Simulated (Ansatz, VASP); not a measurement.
**Two plane-wave programs on MgI2**

File INCAR:

```
SYSTEM = MgI2
PREC = Accurate
ENCUT = 520
EDIFF = 1E-6
ISMEAR = 0
SIGMA = 0.05
LREAL = .False.
LASPH = .True.
NELM = 60
ALGO = Normal
ISIF = 2
LWAVE = .False.
LCHARG = .False.
GGA = CA
NBANDS = 15
```

File KPOINTS:

```
Automatic mesh
0
Gamma
  6 6 4
  0 0 0
```

File POSCAR:

```
MgI2
1.0
    4.1537001214      0.0000000000      0.0000000000
   -2.0768500607      3.5972098248      0.0000000000
    0.0000000000      0.0000000000      6.8620000000
Mg I
1 2
Direct
    0.0000000000      0.0000000000      0.0000000000
    0.2825282622      0.6412641311      0.7945708753
    0.6158615955      0.3079307977      0.2793108753
```

Input for Ansatz:

```yaml
crystal:
  lattice:
    - [4.1537001214, 0.0, 0.0]
    - [-2.0768500607, 3.5972098248, 0.0]
    - [0.0, 0.0, 6.862]
  atoms:
    - { symbol: Mg, position: [0.0, 0.0, 0.0] }
    - { symbol: I, position: [0.2825282622, 0.6412641311, 0.7945708753] }
    - { symbol: I, position: [0.6158615955, 0.3079307977, 0.2793108753] }
basis:
  ecutwfc: 420
kpoints:
  mp_grid: { grid: [6, 6, 4] }
hamiltonian:
  xc: lda
scf:
  occupations: { method: gaussian, width: 0.05 }
output:
  forces: true
  stress: true
  eigenvalues: true
```

Change from the starting cell: all I atoms moved +0.312 Å, as atom 2 towards its neighbour atom 3 (I) at 4.101 Å.

Alike in both runs: task single point; functional LDA; k mesh 6 × 6 × 4; occupations gaussian, width 0.05 eV; no spin polarisation.

|  | VASP | Ansatz |
| --- | --- | --- |
| version | VASP 6.6.1 | Ansatz 0.2.0 |
| potentials or method | VASP PAW LDA potentials, release 64 (Mg, I) | scalar-relativistic, plane waves, PAW |
| plane-wave cutoff (eV) | 520 | 420 |
| valence electrons in the cell | 16 | 44 |

```tsv
	VASP	Ansatz	Ansatz less VASP
gap on the k mesh at the Fermi level (eV)	2.80	2.81	+0.004
least direct gap on the mesh (eV)	2.82	2.81	-0.008
pressure (GPa)	-0.7	-0.6	+0.09
largest component of the traceless stress (GPa)	0.66	0.65	-0.007
rms of the force components (eV/Å)	0.597	0.595	-0.0025
```

Atom by atom the forces differ by 0.005 eV/Å (rms over components). The two sets of potentials don't hold the same shells in valence.

Caveats: spin-orbit coupling is left out, which moves the levels of the heavy elements; forces of over 1 eV/Å show positions far from the minimum, so gaps and moduli don't describe the material at rest. A k mesh can miss the band edges.
